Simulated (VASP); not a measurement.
SnO2:

```
Sn O
1.0
    -2.00007    2.00007    5.12368
     2.00007   -2.00007    5.12368
     2.00007    2.00007   -5.12368
Sn O
2 4
Direct
  0.00000 0.00000 0.00000
  0.75000 0.25000 0.50000
  0.54652 0.04652 0.50000
  0.20348 0.20348 0.00000
  0.95348 0.45348 0.50000
  0.79652 0.79652 0.00000
```

Measurements of this composition are mostly on another form, of space group No. 136.

```yaml
Program: VASP 6.6.1
Task: relaxation of cell and atoms
Functional: PBE
Potentials_or_basis: VASP PAW PBE potentials, release 64 (Sn_d, O)
Cutoff: 600 eV
k_mesh: 9 × 9 × 9
Occupations: fermi-dirac, width 0.05 eV
Spin: no spin polarisation
```

At the start: pressure 6.3 GPa; volume 13.66 Å³/atom.

Question: How do energy, volume and symmetry change on relaxing?

Answer: Over 8 steps the energy falls by 10.2 meV/atom and the volume is 14.22 Å³/atom (+4.0 %); space group I4_1/amd (No. 141, to 0.05 Å).

The path:
| step | energy change (eV) | largest force (eV/Å) | pressure (GPa) | volume (Å³) |
| --- | --- | --- | --- | --- |
| 1 | 0.0000 | 0.0646 | 6.29 | 81.98 |
| 2 | 0.0108 | 0.3783 | -5.81 | 88.51 |
| 3 | -0.0569 | 0.1595 | 0.00 | 85.01 |
| 4 | -0.0606 | 0.0238 | 0.01 | 85.23 |
| 5 | -0.0606 | 0.0196 | -0.02 | 85.24 |
| 6 | -0.0607 | 0.0140 | 0.05 | 85.22 |
| 7 | -0.0610 | 0.0033 | 0.17 | 85.19 |
| 8 | -0.0610 | 0.0058 | -0.03 | 85.30 |

Final structure:
```cif
data_structure
_symmetry_space_group_name_H-M 'P 1'
_symmetry_Int_Tables_number 1
_cell_length_a 5.9267
_cell_length_b 5.9267
_cell_length_c 5.9267
_cell_angle_alpha 139.987
_cell_angle_beta 139.987
_cell_angle_gamma 57.872
_cell_volume 85.30
loop_
_atom_site_label
_atom_site_type_symbol
_atom_site_fract_x
_atom_site_fract_y
_atom_site_fract_z
_atom_site_occupancy
Sn1 Sn 0.00000 0.00000 0.00000 1
Sn2 Sn 0.75000 0.25000 0.50000 1
O1 O 0.54751 0.04751 0.50000 1
O2 O 0.20249 0.20249 0.00000 1
O3 O 0.95249 0.45249 0.50000 1
O4 O 0.79751 0.79751 0.00000 1
```
